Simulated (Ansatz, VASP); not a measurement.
# Ti2C in VASP and in Ansatz

```xyz
12
Lattice="0.0000 4.2392 4.2392 4.2392 0.0000 4.2392 4.2392 4.2392 0.0000" Properties=species:S:1:pos:R:3 pbc="T T T"
Ti    3.2275    5.2508    5.2508
Ti    3.2275    3.2275    3.2275
Ti    5.2508    5.2508    3.2275
Ti    5.3471    7.3704    5.3471
Ti    7.3704    7.3704    7.3704
Ti    7.3704    5.3471    5.3471
Ti    5.3471    5.3471    7.3704
Ti    5.2508    3.2275    5.2508
C     5.2990    5.2990    5.2990
C     5.2990    3.1794    3.1794
C     3.1794    3.1794    5.2990
C     3.1794    5.2990    3.1794
```

Alike in both runs: functional LDA; k mesh 4 × 4 × 4; occupations gaussian, width 0.1 eV; no spin polarisation.

Ansatz relaxed the structure, and its values are those at the end. VASP's run is a single point on that final structure, the one shown.

|  | VASP | Ansatz |
| --- | --- | --- |
| version | VASP 6.6.1 | Ansatz 0.2.0 |
| potentials or method | VASP PAW LDA potentials, release 64 (Ti_sv, C) | scalar-relativistic, plane waves, PAW |
| plane-wave cutoff (eV) | 520 | 420 |
| valence electrons in the cell | 112 | 112 |

|  | VASP | Ansatz | Ansatz less VASP |
| --- | --- | --- | --- |
| gap on the k mesh at the Fermi level (eV) | none | none | - |
| pressure (GPa) | 0.4 | -0.1 | -0.49 |
| rms of the force components (eV/Å) | 0.020 | 0.005 | -0.0150 |

A gap of «none» marks a metal or a gap that the smearing closes.
